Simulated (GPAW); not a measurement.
# TiSi2 (Cmcm) in GPAW: single point with PBE

Aim: the single point of TiSi2 with PBE.

Everything below comes from runs of GPAW 26.7.0. Logs are shortened: lines on timing, memory, paths and dates and some standing lists are left out, and cuts for length are marked. The log counts tension as positive stress, the text compression.

## (1) Starting point

It takes space group Cmcm (No. 63, orthorhombic). The conventional cell has a = 3.530 Å, b = 13.519 Å, c = 3.565 Å, α = 90.00°, β = 90.00°, γ = 90.00°. Ti (site symmetry m2m) has 10 Si at 2.58 to 2.81 Å as nearest neighbours. Si (site symmetry m2m) has 4 Si at 2.51 Å and 4 Ti at 2.66 to 2.67 Å as nearest neighbours. Around Si (site symmetry m2m) lie 2 Si at 2.38 Å and 4 Ti at 2.58 Å.

The cell comes from a database or a generator and needn't be the stable form of this composition.

## (2) Single point, PBE

File run.py:

```python
from ase import Atoms
from ase.dft.bandgap import bandgap
from ase.io import write
from ase.units import GPa
from gpaw import GPAW, PW

atoms = Atoms(['Ti', 'Ti', 'Si', 'Si', 'Si', 'Si'],
              cell=[[1.765105025, -6.759281535, 0.0],
                    [1.765105025, 6.759281535, 0.0],
                    [0.0, 0.0, 3.56517397]],
              scaled_positions=[[0.10311808, 0.89688192, 0.25],
                                [0.89688192, 0.10311808, 0.75],
                                [0.75031482, 0.24968518, 0.25],
                                [0.24968518, 0.75031482, 0.75],
                                [0.44174855, 0.55825145, 0.25],
                                [0.55825145, 0.44174855, 0.75]],
              pbc=True)

calc = GPAW(mode=PW(500),
            xc='PBE',
            kpts={'size': (6, 6, 6), 'gamma': True},
            occupations={'name': 'fermi-dirac', 'width': 0.05},
            nbands=38,
            maxiter=120,
            txt='gpaw.txt')
atoms.calc = calc
energy = atoms.get_potential_energy()
forces = atoms.get_forces()
stress = atoms.get_stress()
calc.write('gs.gpw')
write('result.traj', atoms)
print(f'Energy: {energy:.6f} eV')
print('Forces (eV/A):')
print(forces.round(4))
print('Stress (GPa):', (stress / GPa).round(3))
print('Fermi level:', round(calc.get_fermi_level(), 4), 'eV')
print(f'Gap: {bandgap(calc)[0]:.4f} eV, direct: {bandgap(calc, direct=True)[0]:.4f} eV')
```

Potentials or basis: GPAW PAW data sets (gpaw-data 1.2.1), pw.

Command:

```bash
$ OMP_NUM_THREADS=1 python run.py
```

gpaw.txt:

```text
__  _  _
 | _ |_)|_||  |
 |__||  | ||/\| - 26.7.0

Input parameters:
  mode=PW(ecut=500.0),
  kpts=MonkhorstPack(size=(6, 6, 6), gamma=True),
  maxiter=120,
  nbands=38,
  occupations=Occupations(name='fermi-dirac', width=0.05),
  xc=XC(name='PBE')

Diagonalizing LCAO Hamiltonian
Converting LCAO to pw mode

             Si
              Ti
          Si

           Si
       Ti
        Si

Atoms  # Å, Bohr magnetons
|   | symbol |        x |         y |        z |    initial magnetic moments |
|---|--------|----------|-----------|----------|-----------------------------|
| 0 |     Ti | 1.765105 |  5.365273 | 0.891293 | ( 0.0000,  0.0000,  0.0000) |
| 1 |     Ti | 1.765105 | -5.365273 | 2.673880 | ( 0.0000,  0.0000,  0.0000) |
| 2 |     Si | 1.765105 | -3.383897 | 0.891293 | ( 0.0000,  0.0000,  0.0000) |
| 3 |     Si | 1.765105 |  3.383897 | 2.673880 | ( 0.0000,  0.0000,  0.0000) |
| 4 |     Si | 1.765105 |  0.787476 | 0.891293 | ( 0.0000,  0.0000,  0.0000) |
| 5 |     Si | 1.765105 | -0.787476 | 2.673880 | ( 0.0000,  0.0000,  0.0000) |

Unit cell  # Å
| periodic |        x |         y |        z |  lengths |     angles |
|----------|----------|-----------|----------|----------|------------|
|      yes | 1.765105 | -6.759282 | 0.000000 | 6.985949 |  90.000000 |
|      yes | 1.765105 |  6.759282 | 0.000000 | 6.985949 |  90.000000 |
|      yes | 0.000000 |  0.000000 | 3.565174 | 3.565174 | 150.729457 |

Number of symmetries: 4
Symmetry operations  # r_c * U_cc + t_c -> r_c
|   | kind |            matrix            |
|---|------|------------------------------|
| 0 |  E   |  1, 0, 0,  0, 1, 0,  0, 0, 1 |
| 1 |  C2  |  0, 1, 0,  1, 0, 0,  0, 0,-1 |
| 2 |  σ   |  0,-1, 0, -1, 0, 0,  0, 0, 1 |
| 3 |  i   | -1, 0, 0,  0,-1, 0,  0, 0,-1 |

BZ-sampling:
  Number of BZ points: 216
  Number of IBZ points: 68

  Monkhorst-Pack size: [6, 6, 6]
  Monkhorst-Pack shift: [0.08333333333333333, 0.08333333333333333, 0.08333333333333333]

K-points  # in reciprocal-cell coordinates
|     |                                coordinates |     weight |
|-----|--------------------------------------------|------------|
|   0 | (  0.00000000,   0.00000000,   0.00000000) | 0.00462963 |
|   1 | (  0.00000000,   0.00000000,   0.16666667) | 0.00925926 |
|   2 | (  0.00000000,   0.00000000,   0.33333333) | 0.00925926 |
|   3 | (  0.00000000,   0.00000000,   0.50000000) | 0.00462963 |
|   4 | (  0.16666667,  -0.16666667,  -0.33333333) | 0.00925926 |
|   5 | (  0.16666667,  -0.16666667,  -0.16666667) | 0.00925926 |
|   6 | (  0.16666667,  -0.16666667,   0.00000000) | 0.00925926 |
|   7 | (  0.16666667,  -0.16666667,   0.16666667) | 0.00925926 |
|   8 | (  0.16666667,  -0.16666667,   0.33333333) | 0.00925926 |
|   9 | (  0.16666667,  -0.16666667,   0.50000000) | 0.00925926 |
| ... |                                            |            |
|  67 | (  0.50000000,   0.50000000,   0.50000000) | 0.00462963 |

Plane wave coefficients: 2188
Cutoff: 500.0 eV

Spin-components: 1 (collinear spins)
Bands:           38
Projectors:      32
Spin-degeneracy: 2
Datatype:        complex128

Parallelization:
  kpt:    1
  domain: 1
  band:   1

Density:
  Valence electrons: 40.0
  Components: 1
  Grid points: [40 40 20]
  Charge: 0.0  # |e|

Potential:
  Grid points: [40 40 20]

species:
  Ti:
    name:    Titanium
    Z:       22.0
    valence: 12
    core:    10
    charge:  0.0  # [|e|]
    compensation charges:
      type: gauss
      rc: 0.38  # [Å]
      lmax: 2
    cutoffs:
      filter: 2.23  # [Å]
      core: 1.02  # [Å]
    projectors
    | kind |    occ | energy [eV] | rcut [Å] |
    |------|--------|-------------|----------|
    |   3s |  2.000 |     -62.623 |    1.270 |
    |   4s |  2.000 |      -4.466 |    1.270 |
    |   3p |  6.000 |     -38.862 |    1.058 |
    |   4p |  0.000 |      -1.466 |    1.058 |
    |   3d |  2.000 |      -4.258 |    1.058 |
    |    d |        |      22.953 |    1.058 |

    Using partial waves for Ti as LCAO basis

  Si:
    name:    Silicon
    Z:       14.0
    valence: 4
    core:    10
    charge:  0.0  # [|e|]
    compensation charges:
      type: gauss
      rc: 0.33  # [Å]
      lmax: 2
    cutoffs:
      filter: 1.86  # [Å]
      core: 2.06  # [Å]
    projectors
    | kind |    occ | energy [eV] | rcut [Å] |
    |------|--------|-------------|----------|
    |   3s |  2.000 |     -10.812 |    1.058 |
    |   3p |  2.000 |      -4.081 |    1.058 |
    |    s |        |      16.399 |    1.058 |
    |    p |        |      23.130 |    1.058 |
    |    d |        |       0.000 |    1.058 |

    Using partial waves for Si as LCAO basis

Reference energy: -77993.405564  # eV

eigensolver:
  PPCG
  Converge bands: occupied
  niter=2

density mixing:
  MSR1-Mixer
  Pratt-step length: 0.05
  Maximum mixing coefficient: 0.75
  Old densities: 10
  SVD Regularization: 0.005
  Good broyden scale: 1.0
  Trust region scale: 1.0
  Backstep threshold: 4.0
  History deletion threshold: 6.0
  Fourier metric: weight=20.0, sigma=0.015

occupation numbers:
  Fermi-Dirac:
    width: 0.0500  # eV

poisson solver:
  ecut: 4000.0  # eV

xc functional:
  name: PBE with 2 nearest neighbor stencil

convergence criteria:
- Maximum [total energy] change in last 3 cyles: 0.0005 eV / valence electron
- Maximum integral of absolute [dens]ity change: 0.0001 electrons / valence electron
- Maximum integral of absolute [eigenst]ate change: 4e-08 eV^2 / valence electron
maximum number of iterations: 120

SCF iterations
|iter     | |      energy | eigst |  dens |
|---------|-|-------------|-------|-------|
|iter:   1| |  -38.236298 | +0.38 |       |
|iter:   2| |  -38.347989 | -2.03 | -1.23 |
|iter:   3| |  -38.673979 | -1.18 | -1.25 |
|iter:   4| |  -38.263460 | -1.45 | -1.40 |
|iter:   5| |  -38.240089 | -2.29 | -1.71 |
|iter:   6| |  -38.230745 | -3.01 | -2.07 |
|iter:   7| |  -38.228003c| -3.63 | -2.36 |
|iter:   8| |  -38.228047c| -5.11 | -3.09 |
|iter:   9| |  -38.228048c| -6.67 | -3.82 |
|iter:  10| |  -38.228048c| -8.04c| -4.43c|

Converged in 10 steps
Energy contributions relative to reference atoms: (reference = -77993.405564)

Energy contributions:
  Kinetic:          43.339544
  Coulomb:         -34.378063
  Zero:             -0.204938
  External:          0.000000
  Xc:              -46.977176
  Entropy:          -0.014829
  Spinorbit:         0.000000
  ----------------------------
  Free energy:     -38.235462
  Extrapolated:    -38.228048

dipole moment: (-0.000009, 0.000000, -0.000009)  # |e|*Ang

Fermi level: 10.125
Eigenvalues  # (at kpt = [0.000, 0.000, 0.000])
| band index |      eig [eV] | occ [0-2] |
|------------|---------------|-----------|
|          0 |       -46.680 |     2.000 |
|        ... |               |           |
|         11 |         6.725 |     2.000 |
|         12 |         7.030 |     2.000 |
|         13 |         7.208 |     2.000 |
|         14 |         7.516 |     2.000 |
|         15 |         7.584 |     2.000 |
|         16 |         7.974 |     2.000 |
|         17 |         8.024 |     2.000 |
|         18 |         8.051 |     2.000 |
|         19 |        10.599 |     0.000 |
|         20 |        10.832 |     0.000 |
|         21 |        10.955 |     0.000 |
|         22 |        11.021 |     0.000 |
|         23 |        11.486 |     0.000 |
|         24 |        11.503 |     0.000 |
|         25 |        12.227 |     0.000 |
|         26 |        12.733 |     0.000 |
|        ... |               |           |
|         37 |        20.124 |     0.000 |

No gap
No difference between direct/indirect transitions

Forces  # eV/Ang
|       x |        y |        z |
|---------|----------|----------|
| 0.00000 |  0.03936 | -0.00000 |  # Ti   0
| 0.00000 | -0.03936 |  0.00000 |  # Ti   1
| 0.00000 | -0.03969 | -0.00000 |  # Si   2
| 0.00000 |  0.03969 |  0.00000 |  # Si   3
| 0.00000 |  0.23287 | -0.00000 |  # Si   4
| 0.00000 | -0.23287 |  0.00000 |  # Si   5

Stress tensor  # eV/Ang^3
|         x |         y |         z |
|-----------|-----------|-----------|
| -0.016369 |  0.000000 |  0.000000 |
|  0.000000 | -0.013780 |  0.000000 |
|  0.000000 |  0.000000 | -0.015775 |

# Writing to gs.gpw (mode='')
```

It took 2.4 min on 1 thread of Intel Xeon Platinum 8259CL at 2.50GHz (Skylake/Cascade Lake), shared host; peak memory 0.31 GiB.

What came out:

| Quantity | Value |
| --- | --- |
| Free energy | -38.2355 eV |
| Pressure | 2.5 GPa |
| Largest force | 0.233 eV/Å |
| Band gap on the k mesh | none (metal or under the smearing width) |

Forces in eV/Å, atoms in the order of the input:
```
Ti   0.000  0.039  0.000
Ti   0.000 -0.039  0.000
Si   0.000 -0.040  0.000
Si   0.000  0.040  0.000
Si   0.000  0.233  0.000
Si   0.000 -0.233  0.000
```

Caveat: the cutoff is short for stress and forces, so pressures can be off by a GPa or more; the program warned that so skewed a cell can give wrong results.

## (3) The reference run

An earlier run on the cell as given: functional PBEsol; potentials or basis PAW data sets generated in the run's folder for this functional; cutoff 600 eV; basis pw; k mesh 8 × 8 × 8; occupations fermi-dirac, width 0.05 eV; no spin polarisation.

* Pressure: -1.7 GPa
* Largest force: 0.219 eV/Å
* Band gap on the k mesh: none (metal or under the smearing width)
